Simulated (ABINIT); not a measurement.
## WS2: relaxation of cell and atoms with LDA

WS2, a slab with vacuum:

```
CELL_PARAMETERS angstrom
3.18352 0.00000 0.00000
-1.59176 2.75701 0.00000
0.00000 0.00000 16.95058
ATOMIC_POSITIONS crystal
W 0.00000 0.00000 0.00000
S 0.33333 0.66667 0.09200
S 0.33333 0.66667 0.90800
```

```yaml
Program: ABINIT 10.8.3 (patched build)
Task: relaxation of cell and atoms
Functional: LDA
Potentials_or_basis: JTH PAW LDA v2.0
Cutoff: 544 eV
k_mesh: 10 × 10 × 2
Occupations: fermi-dirac, width 0.05 eV
Spin: no spin polarisation
Cell_freedom_optcell: 2
Cutoff_smearing_ecutsm_Ha: 0.5
Optimiser_ionmov: 2
Force_stop_Ha/bohr: 5e-05
Fine-grid_cutoff: 1088.46 eV
```

| Item | Value |
| --- | --- |
| Relaxed volume | 47.86 Å³/atom |
| Relaxed cell | a = 3.127 Å, b = 3.127 Å, c = 16.955 Å, α = 90.00°, β = 90.00°, γ = 120.00° |
| Space group after relaxing (to 0.05 Å) | P-6m2 (No. 187) |
| Energy gained by relaxing | 13.4 meV/atom |
| Ionic steps | 7 |
| Band gap on the k mesh | 2.27 eV, indirect (least direct gap 2.34 eV) |
| Valence electrons inside the program's atomic spheres | W 11.85; S 3.63 |

The path:
```csv
step,energy change (eV),largest force (eV/Å),pressure (GPa),volume (Å³)
1,0.0000,0.4064,-2.05,148.77
2,-0.0138,0.2276,-1.53,147.85
3,-0.0313,0.2293,-0.13,145.24
4,-0.0335,0.2213,-0.04,144.89
5,-0.0403,0.0305,0.07,143.52
6,-0.0403,0.0026,0.01,143.57
7,-0.0403,0.0001,0.01,143.57
```

Final structure:
```yaml
crystal:
  lattice:
    - [3.12693, 0.00000, 0.00000]
    - [-1.56346, 2.70800, 0.00000]
    - [0.00000, 0.00000, 16.95498]
  atoms:
    - { symbol: W, position: [0.00000, 0.00000, 0.00000] }
    - { symbol: S, position: [0.33333, 0.66667, 0.09200] }
    - { symbol: S, position: [0.33333, 0.66667, 0.90800] }
```

Levels at points of the mesh, in eV from the valence-band top:
| k point | band 10 | band 11 | band 12 | band 13 | band 14 | band 15 | band 16 | band 17 |
| --- | --- | --- | --- | --- | --- | --- | --- | --- |
| (0.00, 0.00, 0.00) | -2.05 | -1.40 | -1.40 | 0.00 | 3.20 | 3.20 | 3.39 | 3.39 |
| (0.50, 0.00, 0.00) | -3.30 | -2.00 | -0.97 | -0.77 | 3.21 | 3.63 | 4.25 | 5.09 |
| (0.00, 0.00, 0.50) | -2.05 | -1.40 | -1.40 | 0.00 | 3.20 | 3.20 | 3.39 | 3.39 |
| (0.50, 0.00, 0.50) | -3.30 | -2.00 | -0.97 | -0.77 | 3.21 | 3.63 | 4.25 | 5.09 |

Run time: 20 min on 1 thread of Arm Neoverse V1, on a shared host, peak memory 0.23 GiB.

Caveat: spin-orbit coupling is left out, which moves the levels of the heavy elements.
